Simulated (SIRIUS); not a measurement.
# MgS (Niningerite) in SIRIUS: the effect of rattle

The system is MgS (Niningerite).

```
S Mg
1.0
     0.00000    2.60165    2.60165
     2.60165    0.00000    2.60165
     2.60165    2.60165    0.00000
S Mg
1 1
Direct
  0.49877 0.50109 0.50438
  0.99664 0.00185 0.00271
```

The cell isn't the ideal one: atoms moved at random.

Alike in all runs:

* Program: SIRIUS 7.12.0
* Task: single point
* Functional: PBE
* Potentials or basis: all-electron FP-LAPW
* Cutoff: 158 eV
* Basis: apw+lo standard
* k mesh: 9 × 9 × 9
* Occupations: fermi-dirac, width 0.05 eV
* Spin: no spin polarisation

**Question.** One run gave: largest force 0.03 eV/Å. Which rattle did it use?
A. 0.02
B. 0.1
C. 0.05
D. 0.15

**Answer.** A.

```csv
rattle,largest force (eV/Å)
0.02,0.03
0.05,0.26
0.1,0.38
0.15,0.50
```
